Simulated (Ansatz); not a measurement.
The system is BAs.

```xyz
2
Lattice="0.0000 2.3885 2.3885 2.3885 0.0000 2.3885 2.3885 2.3885 0.0000" Properties=species:S:1:pos:R:3 pbc="T T T"
As    3.5827    3.5827    3.5827
B     0.0000    0.0000    0.0000
```

Program: Ansatz 0.2.0. Alike in all runs: level PBE; cell as given. Hardware: 1 thread of Arm Neoverse N1 (shared host).

Question: Order these runs on this cell by their wall time, lowest first.
A. task single point; potentials or basis all-electron LAPW, scalar-relativistic; spin off; k mesh 7 × 7 × 7; cutoff (eV) 287; smearing fermi-dirac 0.03 eV; basis error allowed 0.002 eV/atom
B. task band structure; potentials or basis all-electron LAPW, relativistic spinors; spin SOC, no magnetisation; k mesh 7 × 7 × 7; cutoff (eV) 317; smearing fermi-dirac 0.05 eV; basis error allowed 0.001 eV/atom
C. task single point; potentials or basis all-electron LAPW, scalar-relativistic; spin off; k mesh 10 × 10 × 10; cutoff (eV) 315; smearing gaussian 0.02 eV; basis error allowed 0.001 eV/atom

Answer: A (6.9 s), C (17 s), B (81 s).
